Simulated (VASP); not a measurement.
# AlCo2 (Fd-3m) in VASP: settings compared

One crystal, AlCo2, is run at these levels: PBE, PBE+U; tasks: single point.

Program: VASP 6.6.1. These are calculated values, not measurements. Logs are shortened: lines on timing, memory, paths and dates and some standing lists are left out, and cuts for length are marked.

### 1 The crystal as given

Symmetry: Fd-3m, No. 227, cubic system. Conventional cell: a = 6.528 Å, b = 6.528 Å, c = 6.528 Å, α = 90.00°, β = 90.00°, γ = 90.00°. Around Co (site symmetry -3m) lie 6 Co at 2.31 Å. Al (site symmetry -43m) has 12 Co at 2.71 Å and 4 Al at 2.83 Å as nearest neighbours.

The cell was built by a generator and needn't be a form met in nature.

### 2 Single point, PBE

INCAR reads:

```
PREC = Accurate
ENCUT = 520
EDIFF = 1E-7
ISMEAR = -1
SIGMA = 0.1
LREAL = False
LASPH = True
NELM = 80
ALGO = Normal
ISIF = 2
LWAVE = False
LCHARG = False
GGA = PE
NBANDS = 30
```

KPOINTS reads:

```
Automatic mesh
0
Gamma
  5 5 5
```

POSCAR reads:

```
AlCo2
1.0
    0.0000000000      3.2641560000      3.2641560000
    3.2641560000      0.0000000000      3.2641560000
    3.2641560000      3.2641560000      0.0000000000
Co Al
4 2
Direct
    0.6250000000      0.6250000000      0.6250000000
    0.1250000000      0.6250000000      0.6250000000
    0.6250000000      0.6250000000      0.1250000000
    0.6250000000      0.1250000000      0.6250000000
    0.0000000000      0.0000000000      0.0000000000
    0.2500000000      0.2500000000      0.2500000000
```

Potentials or basis: VASP PAW PBE potentials, release 64 (Co, Al).

Command:

```bash
> cat potpaw_PBE.64/Co/POTCAR potpaw_PBE.64/Al/POTCAR > POTCAR
> mpirun -np 1 vasp_std > vasp.out
```

OUTCAR:

```text
PREC = Accurate
   ENCUT = 520
   EDIFF = 1E-7
   ISMEAR = -1
   LREAL = False
   LASPH = True
   NELM = 80
   ISIF = 2
   GGA = PE

 ion  position               nearest neighbor table
   1  0.625  0.625  0.625-   2 2.31   3 2.31   4 2.31   3 2.31   4 2.31   2 2.31   6 2.71   5 2.71
                             6 2.71   5 2.71   6 2.71   5 2.71
   2  0.125  0.625  0.625-   1 2.31   3 2.31   4 2.31   1 2.31   3 2.31   4 2.31   5 2.71   6 2.71
                             5 2.71   5 2.71   6 2.71   6 2.71
   3  0.625  0.625  0.125-   1 2.31   1 2.31   2 2.31   4 2.31   4 2.31   2 2.31   6 2.71   5 2.71
                             6 2.71   5 2.71   6 2.71   5 2.71
   4  0.625  0.125  0.625-   1 2.31   3 2.31   1 2.31   2 2.31   3 2.31   2 2.31   5 2.71   6 2.71
                             5 2.71   6 2.71   6 2.71   5 2.71
   5  0.000  0.000  0.000-   1 2.71   3 2.71   4 2.71   1 2.71   2 2.71   3 2.71   1 2.71   2 2.71
                             4 2.71   2 2.71   3 2.71   4 2.71   6 2.83   6 2.83   6 2.83   6 2.83
   6  0.250  0.250  0.250-   2 2.71   3 2.71   4 2.71   1 2.71   2 2.71   4 2.71   1 2.71   2 2.71
                             3 2.71   1 2.71   3 2.71   4 2.71   5 2.83   5 2.83   5 2.83   5 2.83

  LATTYP: Found a face centered cubic cell.
 ALAT       =     6.5283120000

  Lattice vectors:

 A1 = (   0.0000000000,   3.2641560000,   3.2641560000)
 A2 = (   3.2641560000,   0.0000000000,   3.2641560000)
 A3 = (   3.2641560000,   3.2641560000,   0.0000000000)

Analysis of symmetry for initial positions (statically):
=====================================================================
 Subroutine PRICEL returns:
 Original cell was already a primitive cell.

 Routine SETGRP: Setting up the symmetry group for a
 face centered cubic supercell.

 Subroutine GETGRP returns: Found 48 space group operations
 (whereof 24 operations were pure point group operations)
 out of a pool of 48 trial point group operations.

The static configuration has the point symmetry T_d .
 The point group associated with its full space group is O_h .

Analysis of symmetry for dynamics (positions and initial velocities):
=====================================================================
 Subroutine PRICEL returns:
 Original cell was already a primitive cell.

 Routine SETGRP: Setting up the symmetry group for a
 face centered cubic supercell.

 Subroutine GETGRP returns: Found 48 space group operations
 (whereof 24 operations were pure point group operations)
 out of a pool of 48 trial point group operations.

[... 97 lines left out ...]
   NSW    =      0    number of steps for IOM
   IBRION =     -1    ionic relax: 0-MD 1-quasi-New 2-CG
   NFREE  =      0    steps in history (QN), initial steepest desc. (CG)
   ISIF   =      2    stress and relaxation
   ISYM   =      2    0-nonsym 1-usesym 2-fastsym
   POTIM  = 0.5000    time-step for ionic-motion
   TEBEG  =    0.0;   TEEND  =   0.0 temperature during run
   PSTRESS=    0.0 pullay stress
   NELECT =      42.0000    total number of electrons
   NUPDOWN=      -1.0000    fix difference up-down
   EMIN   =  10.00;   EMAX   =-10.00  energy-range for DOS
   EFERMI =   0.00;   METHOD = LEGACY
   ISMEAR =    -1;   SIGMA  =   0.10  broadening in eV -4-tet -1-fermi 0-gaus
   EFERMI_NEDOS =   21; number of points for ismear=-14 and -15
   IALGO  =     38    algorithm
   IMIX   =      4    mixing-type and parameters
     AMIX     =   0.40;   BMIX     =  1.00
     AMIX_MAG =   1.60;   BMIX_MAG =  1.00
  volume/ion in A,a.u.               =      11.59        78.23
  Fermi-wavevector in a.u.,A,eV,Ry     =   1.383706  2.614824 26.050274  1.914641
  Thomas-Fermi vector in A             =   2.508278
   LORBIT       =      0    0 simple, 1 ext, 2 COOP (PROOUT), +10 PAW based schemes
   GGA     = PE    functional components
   LHFCALC =     F    Hartree Fock is set to
   AEXX    =    0.0000 exact exchange contribution
   IVDW    =     0    specifies the selected vdW correction
   LEPSILON=     F    determine dielectric tensor
   LRPA    =     F    only Hartree local field effects (RPA)
 non-spin polarized calculation
  energy-cutoff  :      520.00
  volume of cell :       69.56
 maximum number of plane-waves:      1895
 NGX is ok and might be reduce to    36
   NGX = 17   NGY = 17   NGZ = 17

 number of electron      42.0000001 magnetization

 Free energy of the ion-electron system (eV)
  ---------------------------------------------------
  ext. energy  EPLUGINS =         0.00000000
  ---------------------------------------------------
  free energy    TOTEN  =       -36.36527444 eV

  energy without entropy =      -36.08571329  energy(sigma->0) =      -36.22549386

 E-fermi :  10.3862     XC(G=0): -12.4814

 val. band max:       10.3758923891   @ k =   0.4000   0.2000   0.0000
 cond. band min:      10.4254425875   @ k =   0.2000   0.0000   0.0000
 fundamental gap:      0.0495501984
 Fermi energy:        10.3862077807

 k-point     1 :       0.0000    0.0000    0.0000
  band No.  band energies     occupation
      1      -0.0985      2.00000
      2       4.8721      2.00000
      3       6.1290      2.00000
      4       6.1290      2.00000
      5       6.1290      2.00000
      6       6.5100      2.00000
[... 319 lines left out ...]
     29      17.2105      0.00000
     30      17.4434      0.00000

------------------------ aborting loop because EDIFF is reached ----------------------------------------

  FORCE on cell =-STRESS in cart. coord.  units (eV):
  Direction    XX          YY          ZZ          XY          YZ          ZX
  --------------------------------------------------------------------------------------
  -------------------------------------------------------------------------------------
  Total        1.6283471      1.6283471      1.6283471      0.0000000     -0.0000000      0.0000000
  in kB       37.5072190     37.5072190     37.5072190      0.0000000     -0.0000000      0.0000000
  external PRESSURE =      37.5072190 kB  Pullay stress =       0.0000000 kB

 VOLUME and BASIS-vectors are now :
 -----------------------------------------------------------------------------
  energy-cutoff  :      520.00
  volume of cell :       69.56
      direct lattice vectors                 reciprocal lattice vectors
     0.000000000  3.264156000  3.264156000    -0.153178953  0.153178953  0.153178953
     3.264156000  0.000000000  3.264156000     0.153178953 -0.153178953  0.153178953
     3.264156000  3.264156000  0.000000000     0.153178953  0.153178953 -0.153178953

 POSITION                                       TOTAL-FORCE (eV/Angst)
 -----------------------------------------------------------------------------------
      4.08019      4.08019      4.08019         0.000000      0.000000      0.000000
      4.08019      2.44812      2.44812         0.000000      0.000000      0.000000
      2.44812      2.44812      4.08019         0.000000     -0.000000      0.000000
      2.44812      4.08019      2.44812         0.000000     -0.000000      0.000000
      0.00000      0.00000      0.00000         0.000000      0.000000      0.000000
      1.63208      1.63208      1.63208        -0.000000     -0.000000     -0.000000
 -----------------------------------------------------------------------------------
    total drift:                                0.000000      0.000000      0.000000

  FREE ENERGIE OF THE ION-ELECTRON SYSTEM (eV)
  ---------------------------------------------------
  free  energy   TOTEN  =       -36.3652744357 eV

  energy  without entropy=      -36.0857132937  energy(sigma->0) =      -36.22549386
```

Wall time 50 s (1 thread of AMD EPYC 7R43 (Zen 3), shared host); peak memory 0.16 GiB.

Results:

| Property | Result |
| --- | --- |
| Free energy | -36.3653 eV |
| Pressure | 3.8 GPa |
| Band gap on the k mesh | none (metal or under the smearing width) |

### 3 Single point, PBE

INCAR reads:

```
  PREC = Accurate
  ENCUT = 520
  EDIFF = 1E-6
  ISMEAR = -1
  SIGMA = 0.05
  LREAL = F
  LASPH = T
  NELM = 80
  ALGO = Normal
  ISIF = 2
  LWAVE = F
  LCHARG = F
  GGA = PE
  NBANDS = 30
```

KPOINTS reads:

```
regular mesh
0
Gamma
  5 5 5
```

POSCAR is that of step 2.

Potentials or basis: VASP PAW PBE potentials, release 64 (Co, Al).

Command:

```bash
> cat potpaw_PBE.64/Co/POTCAR potpaw_PBE.64/Al/POTCAR > POTCAR
> mpirun -np 1 vasp_std > vasp.out
```

Run time: 40 s. Hardware: 1 thread of AMD EPYC 7R43 (Zen 3), shared host; peak memory 0.17 GiB.

It converged, with:

```yaml
Free_energy: -36.2653 eV
Pressure: 3.3 GPa
Band_gap_on_the_k_mesh: none (metal or under the smearing width)
```

Levels at points of the mesh, in eV from the Fermi level:
```
           k point  band 19  band 20  band 21  band 22  band 23  band 24
(0.00, 0.00, 0.00)    -0.46    -0.36    -0.36     0.03     0.95     0.95
```

### 4 Single point, PBE+U

INCAR reads:

```
SYSTEM = AlCo2
PREC = Accurate
ENCUT = 520
EDIFF = 1E-7
ISMEAR = -1
SIGMA = 0.1
LREAL = .False.
LASPH = .True.
NELM = 150
ALGO = Normal
ISIF = 2
LWAVE = .False.
LCHARG = .False.
LMAXMIX = 4
LDAU = .True.
LDAUTYPE = 2
LDAUL = 2 -1
LDAUU = 4 0
LDAUJ = 0 0
LDAUPRINT = 1
GGA = PE
NBANDS = 30
```

KPOINTS reads:

```
Automatic mesh
0
Gamma
  5 5 5
  0 0 0
```

POSCAR is that of step 3.

Command:

```bash
> cat potpaw_PBE.64/Co/POTCAR potpaw_PBE.64/Al/POTCAR > POTCAR
> mpirun -np 1 vasp_std > vasp.out
```

Wall time 91 s (1 thread of AMD EPYC 7R43 (Zen 3), shared host); peak memory 0.17 GiB.

The run converged. Its results:

* Free energy: -21.5586 eV
* Pressure: -4.3 GPa
* Band gap on the k mesh: none (metal or under the smearing width)

Levels at points of the mesh, in eV from the Fermi level:
```tsv
k point	band 18	band 19	band 20	band 21	band 22	band 23	band 24	band 25
(0.00, 0.00, 0.00)	-0.49	-0.20	-0.20	-0.20	0.41	1.10	1.10	1.10
```

Eigenvalues of the final occupation matrices:
| site | spin | trace | eigenvalues |
| --- | --- | --- | --- |
| site 1 d | 1 | 3.82 | 0.72 0.72 0.79 0.79 0.79 |
| site 1 d | 2 | 3.82 | 0.72 0.72 0.79 0.79 0.79 |
| site 2 d | 1 | 3.82 | 0.72 0.72 0.79 0.79 0.79 |
| site 2 d | 2 | 3.82 | 0.72 0.72 0.79 0.79 0.79 |
| site 3 d | 1 | 3.82 | 0.72 0.72 0.79 0.79 0.79 |
| site 3 d | 2 | 3.82 | 0.72 0.72 0.79 0.79 0.79 |
| site 4 d | 1 | 3.82 | 0.72 0.72 0.79 0.79 0.79 |
| site 4 d | 2 | 3.82 | 0.72 0.72 0.79 0.79 0.79 |

Caveat: U without spin polarisation on a metal has little footing; the U is typed as a test and isn't derived for this compound. Spin polarisation is off, so any magnetic state and its effect on volume and gap are missing.

### 5 Single point, PBE

INCAR reads:

```
PREC = Accurate ; ENCUT = 520
EDIFF = 1E-6 ; ISMEAR = -1
SIGMA = 0.1 ; LREAL = False
LASPH = True ; NELM = 80
ALGO = Normal ; ISIF = 2
LWAVE = False ; LCHARG = True
GGA = PE ; LELF = True
LVHAR = True ; NBANDS = 30
```

KPOINTS reads:

```
regular mesh
0
Gamma
  5 5 5
```

POSCAR is that of step 4.

Command:

```bash
> cat potpaw_PBE.64/Co/POTCAR potpaw_PBE.64/Al/POTCAR > POTCAR
> mpirun -np 1 vasp_std > vasp.out
```

It took 55 s on 1 thread of AMD EPYC 7R43 (Zen 3), shared host; peak memory 0.17 GiB.

The run converged. Its results:

```yaml
Free_energy: -36.3653 eV
Pressure: 3.7 GPa
Band_gap_on_the_k_mesh: none (metal or under the smearing width)
```

Levels at points of the mesh, in eV from the Fermi level:
```tsv
k point	band 18	band 19	band 20	band 21	band 22	band 23	band 24	band 25
(0.00, 0.00, 0.00)	-0.44	-0.44	-0.33	-0.33	0.06	0.97	0.97	0.97
```

Spin polarisation is off, so any magnetic state and its effect on volume and gap are missing.

### 6 Summary

```tsv
level	U	smearing	gap on the mesh (eV)	pressure (GPa)
PBE	-	fermi-dirac 0.1 eV	none	3.7
PBE	-	fermi-dirac 0.05 eV	none	3.3
PBE+U	Co d U = 4.0 eV	fermi-dirac 0.1 eV	none	-4.3
```

Alike in all rows: task single point; potentials or basis VASP PAW PBE potentials, release 64 (Co, Al); no spin polarisation; cell as given; k mesh 5 × 5 × 5; cutoff (eV) 520.

Every run on the cell as given and a fine mesh finds a metal. The pressure there spans -4.3 GPa (PBE+U) to 3.7 GPa (PBE); a positive pressure means that this level wants a larger cell, a negative one a smaller.

Caveats: U without spin polarisation on a metal has little footing (some runs); the U is typed as a test and isn't derived for this compound (some runs).

Absolute energies hang on the potentials; compare differences alone.
